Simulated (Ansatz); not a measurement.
A run of Ansatz 0.2.0 is set up as follows.

Contents of input.yaml:

```yaml
crystal:
  lattice:
    - [0.0, 2.82891, 2.82891]
    - [2.82891, 0.0, 2.82891]
    - [2.82891, 2.82891, 0.0]
  atoms:
    - { symbol: Ge, position: [0.75, 0.75, 0.75] }
    - { symbol: Ge, position: [0.5, 0.5, 0.5] }
hamiltonian:
  xc: pbesol
  pseudopotentials: { kind: paw }
  dispersion: d4
kpoints:
  mp_grid: { grid: [8, 8, 8] }
scf:
  occupations: { method: fermi_dirac, width: 0.05 }
output:
  forces: true
  stress: true
relax:
  f_tol: 0.01
  max_steps: 40
  cell: { stress_tol: 0.05 }
```

Potentials or basis: Ansatz PAW.

Launch:

```sh
$ ansatz run input.yaml --threads 2 --pin off --max-ram 5632MiB --backend cpu --events-out ev --progress --plain --runs-dir out
```

What does it give for the relaxed volume?

22.44 Å³/atom.

Estimate the space group after relaxing (to 0.05 Å).

Fd-3m (No. 227).

Estimate the relaxed cell.

a = 3.989 Å, b = 3.989 Å, c = 3.989 Å, α = 60.00°, β = 60.00°, γ = 60.00°.

Step by step:
| step | energy change (eV) | largest force (eV/Å) | volume (Å³) |
| --- | --- | --- | --- |
| 1 | 0.0000 | 0.0000 | 45.28 |
| 2 | -0.0007 | 0.0000 | 44.97 |
| 3 | -0.0008 | 0.0000 | 44.89 |
| 4 | -0.0007 | 0.0000 | 44.89 |

Caveat: the plane-wave basis is chosen anew once the cell has moved, so the energies of steps on either side of that aren't comparable; the PAW data sets come from PBE, with cores solved anew for the run's functional, which leaves a small shift of forces and pressure.

The cell as given is a measured one (22.64 Å³/atom); PBEsol+D4 puts the equilibrium volume -0.9 % from it, thermal expansion not counted.
